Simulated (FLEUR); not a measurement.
# NaCl: band structure with PBEsol

Crystal: NaCl.

```
CELL_PARAMETERS angstrom
3.50219 0.00000 0.00000
0.00000 3.50219 0.00000
0.00000 0.00000 3.50219
ATOMIC_POSITIONS crystal
Cl 0.50000 0.50000 0.50000
Na 0.00000 0.00000 0.00000
```

Measurements of this composition are mostly on another form, of space group No. 225.

```json
{"Program": "FLEUR MaX-R8.1 (later development tree)", "Task": "band structure", "Functional": "PBEsol", "Potentials or basis": "all-electron", "Basis": "FLAPW", "Kmax": "4.1 1/bohr", "k mesh": "8 × 8 × 8", "Occupations": "fermi-dirac, width 0.05 eV", "Spin": "no spin polarisation", "Gmax": "12.7 1/bohr", "Muffin-tin radii": "Cl 2.65, Na 2.65 bohr", "lmax": "Cl 11, Na 11", "Local orbitals a species": "Cl 4, Na 5", "Max iterations": "60", "Mixing factor": "0.05", "Mixer": "Anderson", "Mixer history": "15", "Density convergence": "1e-05 me/bohr^3"}
```

The band gap on the k mesh is 3.84 eV, indirect (least direct gap 4.34 eV), the band gap along the path is 3.84 eV, indirect (least direct gap 4.34 eV) and the valence electrons inside the program's atomic spheres are Cl 6.65; Na 8.19 (radii Cl 2.65, Na 2.65 bohr).

Levels at the corners of the path, in eV from the valence-band top:
| point | band 6 | band 7 | band 8 | band 9 | band 10 | band 11 |
| --- | --- | --- | --- | --- | --- | --- |
| Γ | -0.50 | -0.50 | -0.50 | 3.84 | 8.35 | 8.35 |
| X | -3.00 | -0.26 | -0.26 | 6.73 | 8.49 | 10.25 |
| M | -2.31 | -2.31 | 0.00 | 5.41 | 9.67 | 10.87 |
| Γ | -0.50 | -0.50 | -0.50 | 3.84 | 8.35 | 8.35 |
| R | -1.88 | -1.88 | -1.88 | 6.94 | 6.94 | 6.94 |
| X | -3.00 | -0.26 | -0.26 | 6.73 | 8.49 | 10.25 |
| M | -2.31 | -2.31 | 0.00 | 5.41 | 9.67 | 10.87 |
| R | -1.88 | -1.88 | -1.88 | 6.94 | 6.94 | 6.94 |

Core levels (eV from the Fermi level):
| atom | levels |
| --- | --- |
| 1 Cl | 1s1/2 -2737.8, 2s1/2 -243.5, 2p1/2 -183.9, 2p3/2 -182.2 |
| 2 Na | 1s1/2 -1024.2 |

It took 29 s on 1 thread of Arm Neoverse V2, with other jobs on the host, peak memory 0.07 GiB.

As with any semilocal functional, this PBEsol gap is likely too small.
